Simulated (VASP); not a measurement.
A run of VASP 6.6.1 is set up as follows.

Contents of POSCAR:

```
NaF
1.0
    0.0000000000      2.3200000000      2.3200000000
    2.3200000000      0.0000000000      2.3200000000
    2.3200000000      2.3200000000      0.0000000000
Na F
1 1
Direct
    0.0000000000      0.0000000000      0.0000000000
    0.5000000000      0.5000000000      0.5000000000
```

Contents of INCAR.step1:

```
SYSTEM = NaF
ALGO = Normal
EDIFF = 1E-5
ENCUT = 520
GGA = PE
ISIF = 2
ISMEAR = 0
KPAR = 4
LASPH = .True.
LCHARG = .False.
LREAL = .False.
LWAVE = .True.
NELM = 60
PREC = Accurate
SIGMA = 0.02
```

INCAR.step2

```
SYSTEM = NaF
ALGO = Normal
EDIFF = 1E-6
ENCUT = 520
GGA = PE
HFSCREEN = 0.2
ISIF = 2
ISMEAR = 0
ISTART = 1
KPAR = 4
LASPH = .True.
LCHARG = .False.
LHFCALC = .True.
LREAL = .False.
LWAVE = .False.
NELM = 60
PREC = Accurate
PRECFOCK = Fast
SIGMA = 0.02
```

Contents of KPOINTS:

```
k-points
0
Gamma
  8 8 8
  0 0 0
```

Contents of KPOINTS_OPT:

```
path GXWKGLUWLK,UX
12
line-mode
reciprocal
 0.0000000000  0.0000000000  0.0000000000  G
 0.5000000000  0.0000000000  0.5000000000  X

 0.5000000000  0.0000000000  0.5000000000  X
 0.5000000000  0.2500000000  0.7500000000  W

 0.5000000000  0.2500000000  0.7500000000  W
 0.3750000000  0.3750000000  0.7500000000  K

 0.3750000000  0.3750000000  0.7500000000  K
 0.0000000000  0.0000000000  0.0000000000  G

 0.0000000000  0.0000000000  0.0000000000  G
 0.5000000000  0.5000000000  0.5000000000  L

 0.5000000000  0.5000000000  0.5000000000  L
 0.6250000000  0.2500000000  0.6250000000  U

 0.6250000000  0.2500000000  0.6250000000  U
 0.5000000000  0.2500000000  0.7500000000  W

 0.5000000000  0.2500000000  0.7500000000  W
 0.5000000000  0.5000000000  0.5000000000  L

 0.5000000000  0.5000000000  0.5000000000  L
 0.3750000000  0.3750000000  0.7500000000  K

 0.6250000000  0.2500000000  0.6250000000  U
 0.5000000000  0.0000000000  0.5000000000  X
```

Potentials or basis: VASP PAW PBE potentials, release 64 (Na_pv, F).

Launch:

```console
$ cat potpaw_PBE.64/Na_pv/POTCAR potpaw_PBE.64/F/POTCAR > POTCAR
$ cp INCAR.step1 INCAR
$ mpirun -np 4 vasp_std > vasp.out
$ cp INCAR.step2 INCAR
$ mpirun -np 4 vasp_std > vasp.out
```

Estimate the band gap along the path.

8.45 eV, direct.

Predict the band gap on the k mesh.

8.45 eV, direct.

Estimate the pressure.

0.0 GPa.

Levels at the corners of the path, in eV from the valence-band top:
```tsv
point	band 5	band 6	band 7	band 8	band 9	band 10
Γ	0.00	0.00	0.00	8.45	21.35	21.35
X	-1.32	-0.43	-0.43	15.49	15.50	15.96
X	-1.32	-0.43	-0.43	15.49	15.50	15.96
W	-0.90	-0.90	-0.59	15.51	15.51	17.62
W	-0.90	-0.90	-0.59	15.51	15.51	17.62
K	-1.09	-0.85	-0.39	15.08	15.55	17.10
K	-1.09	-0.85	-0.39	15.08	15.55	17.10
Γ	0.00	0.00	0.00	8.45	21.35	21.35
Γ	0.00	0.00	0.00	8.45	21.35	21.35
L	-1.61	-0.27	-0.27	12.99	14.82	22.53
L	-1.61	-0.27	-0.27	12.99	14.82	22.53
U	-1.09	-0.85	-0.39	15.08	15.55	17.10
U	-1.09	-0.85	-0.39	15.08	15.55	17.10
W	-0.90	-0.90	-0.59	15.51	15.51	17.62
W	-0.90	-0.90	-0.59	15.51	15.51	17.62
L	-1.61	-0.27	-0.27	12.99	14.82	22.53
L	-1.61	-0.27	-0.27	12.99	14.82	22.53
K	-1.09	-0.85	-0.39	15.08	15.55	17.10
U	-1.09	-0.85	-0.39	15.08	15.55	17.10
X	-1.32	-0.43	-0.43	15.49	15.50	15.96
```

Caveat: the PAW data sets were made with another functional, which shifts forces and pressure a little.
